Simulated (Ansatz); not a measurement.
Relaxed Ti$_{3}$SiC$_{2}$ (MAX-312 type, space group P6_3/mmc):

```
CELL_PARAMETERS angstrom
      3.07276     0.00000     0.00000
     -1.53638     2.66109     0.00000
      0.00000     0.00000    17.72285
ATOMIC_POSITIONS crystal
  Ti 0.00000 0.00000 0.00000
  Ti 0.00000 0.00000 0.50000
  Ti 0.33333 0.66667 0.13489
  Ti 0.66667 0.33333 0.63489
  Ti 0.66667 0.33333 0.86511
  Ti 0.33333 0.66667 0.36511
  Si 0.00000 0.00000 0.25000
  Si 0.00000 0.00000 0.75000
  C  0.33333 0.66667 0.57233
  C  0.66667 0.33333 0.07233
  C  0.66667 0.33333 0.42767
  C  0.33333 0.66667 0.92767
```

The atoms are displaced by Q × the pattern below (from a DFPT mode at Γ, largest move 1; Q in Å), at fixed cell. It is one choice among 3 degenerate patterns.

```tsv
atom	x	y	z
Ti3	0.000	0.000	-1.000
Ti4	0.000	0.000	-1.000
Ti5	0.000	0.000	1.000
Ti6	0.000	0.000	1.000
C9	0.000	0.000	-0.497
C10	0.000	0.000	-0.497
C11	0.000	0.000	0.497
C12	0.000	0.000	0.497
```

Atoms not listed stay in place.

Method: PBE (plane waves to 420 eV, PAW, scalar-relativistic; Ansatz, a program for electronic structure). k mesh 14×14×3 (Γ-centred), Fermi-Dirac smearing 0.05 eV. E stands for the smeared free energy. With partly filled bands, energies and forces of such displacements shift with the k mesh and the smearing. Ti3SiC2 is run without spin polarisation. Ti3SiC2 was relaxed with its symmetry unable to fall. The zero of ΔE is the undisplaced structure. The last digit holds for this mesh only.

| Q (Å) | ΔE (meV/cell) |
|---|---|
| -0.2800 | 2160.8 |
| -0.2333 | 1505.7 |
| -0.1867 | 969.2 |
| -0.1400 | 548.9 |
| -0.0933 | 245.5 |
| -0.0467 | 61.6 |
| 0.0000 | 0.0 |
| 0.0467 | 61.5 |
| 0.0933 | 247.0 |
| 0.1400 | 558.3 |
| 0.1867 | withheld |
| 0.2333 | 1556.5 |
| 0.2800 | 2242.9 |

**Question.** Fit a polynomial form (powers 2, 3, 4) to the given rows and predict ΔE at Q = 0.1867.

**Answer.** Least squares on the 12 given rows: ΔE = (28260)·Q² + (1903)·Q³ + (-2241)·Q⁴, in meV/cell with Q in Å; root-mean-square residual 0.81 meV/cell. At 0.1867 the fit gives 994.7 meV/cell; the calculation gives 995.3 meV/cell, so the interpolation is off by -0.6 (-0.1 %). The quadratic term alone would give 985.1 meV/cell.

(For displaced atoms, the force is minus the slope of the energy, and its curvature is a force constant, which sets phonon frequencies.)
